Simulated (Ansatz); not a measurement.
Runs of Ansatz 0.2.0 on Li. The structure is cubic, space group Im-3m (No. 229). The conventional cell has a = 3.509 Å, b = 3.509 Å, c = 3.509 Å, α = 90.00°, β = 90.00°, γ = 90.00°. Li (site symmetry m-3m) has 8 Li at 3.04 Å as nearest neighbours. 

| task | level | cell | cutoff (eV) | smearing | gap on the mesh (eV) | pressure (GPa) | relaxed volume (Å³/atom) |
| --- | --- | --- | --- | --- | --- | --- | --- |
| single point | PBE | as given | 67 | gaussian 0.025 eV | none | -0.8 | - |
| relaxation of cell and atoms | RPBE | relaxed | - | fermi-dirac 0.05 eV | - | 0.0 | (a) |
| single point | PBEsol | as given | 67 | fermi-dirac 0.05 eV | none | -0.8 | - |
| relaxation of cell and atoms | revPBE | relaxed | - | fermi-dirac 0.05 eV | - | 0.0 | 21.13 |
| single point | PBE | as given | 67 | gaussian 0.024 eV | none | -0.8 | - |

Alike in all rows: potentials or basis all-electron LAPW, scalar-relativistic; no spin polarisation; k mesh 11 × 11 × 11; basis error allowed 0.001 eV/atom.

Task: Fill in the values left out.

Result: (a) 21.06.

A k mesh can miss the band edges.

A gap of «none» marks a metal or a gap under the smearing width.

Not every run made on this cell is shown here.
